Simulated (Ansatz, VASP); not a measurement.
## Two plane-wave programs on PbS

The input INCAR:

```
  PREC = Accurate
  ENCUT = 520
  EDIFF = 1E-7
  ISMEAR = -1
  SIGMA = 0.05
  LREAL = F
  LASPH = T
  NELM = 80
  ALGO = Normal
  ISIF = 2
  LWAVE = F
  LCHARG = F
  GGA = PS
  NBANDS = 28
```

KPOINTS

```
regular mesh
0
Gamma
  7 7 6
```

POSCAR

```
PbS
1.0
    2.1207464379     -6.1088031065      0.0000000000
    2.1207464379      6.1088031065      0.0000000000
    0.0000000000      0.0000000000      4.3632505017
Pb S
2 2
Direct
    0.1305633500      0.8694366500      0.2500000000
    0.8694366500      0.1305633500      0.7500000000
    0.3547970900      0.6452029100      0.2500000000
    0.6452029100      0.3547970900      0.7500000000
```

The input input.yaml:

```yaml
crystal:
  lattice:
    - [2.1207464379, -6.1088031065, 0.0]
    - [2.1207464379, 6.1088031065, 0.0]
    - [0.0, 0.0, 4.3632505017]
  atoms:
    - { symbol: Pb, position: [0.13056335, 0.86943665, 0.25] }
    - { symbol: Pb, position: [0.86943665, 0.13056335, 0.75] }
    - { symbol: S, position: [0.35479709, 0.64520291, 0.25] }
    - { symbol: S, position: [0.64520291, 0.35479709, 0.75] }
hamiltonian:
  xc: pbesol
  pseudopotentials: { kind: paw }
kpoints:
  mp_grid: { grid: [7, 7, 6] }
scf:
  occupations: { method: fermi_dirac, width: 0.05 }
output:
  forces: true
  stress: true
  eigenvalues: true
  write_density: true
  write_potential: true
  elf: true
  volumetric_format: npy
```

Change from the starting cell: volume scaled by 1.06.

Alike in both runs: task single point; functional PBEsol; k mesh 7 × 7 × 6; occupations fermi-dirac, width 0.05 eV; no spin polarisation.

|  | VASP | Ansatz |
| --- | --- | --- |
| version | VASP 6.6.1 | Ansatz 0.2.0 |
| potentials or method | VASP PAW PBE potentials, release 64 (Pb_d, S) | Ansatz PAW |
| plane-wave cutoff (eV) | 520 | 420 |
| valence electrons in the cell | 40 | 40 |

Ansatz gave:

- gap on the k mesh at the Fermi level (eV): 1.25
- least direct gap on the mesh (eV): 1.32
- pressure (GPa): -4.4
- largest component of the traceless stress (GPa): 0.41
- rms of the force components (eV/Å): 0.167

Task: Estimate VASP's values.

Result: gap on the k mesh at the Fermi level (eV): 1.25; least direct gap on the mesh (eV): 1.32; pressure (GPa): -4.4; largest component of the traceless stress (GPa): 0.40; rms of the force components (eV/Å): 0.167.

Atom by atom the forces differ by 0.001 eV/Å (rms over components). The functional is the same, so the differences come from potentials, cutoffs and numerics.

Caveats: spin-orbit coupling is left out, which as a rule narrows the gap of such compounds by several tenths of an eV; the PAW data sets were made with another functional, which shifts forces and pressure a little (VASP); an odd mesh through Γ misses points on the zone boundary, where band edges often lie (VASP); odd divisions of the mesh miss points on the zone boundary, where band edges often lie, so the gap on the mesh can be too wide (Ansatz); the PAW data sets come from PBE, with cores solved anew for the run's functional, which leaves a small shift of forces and pressure (Ansatz).
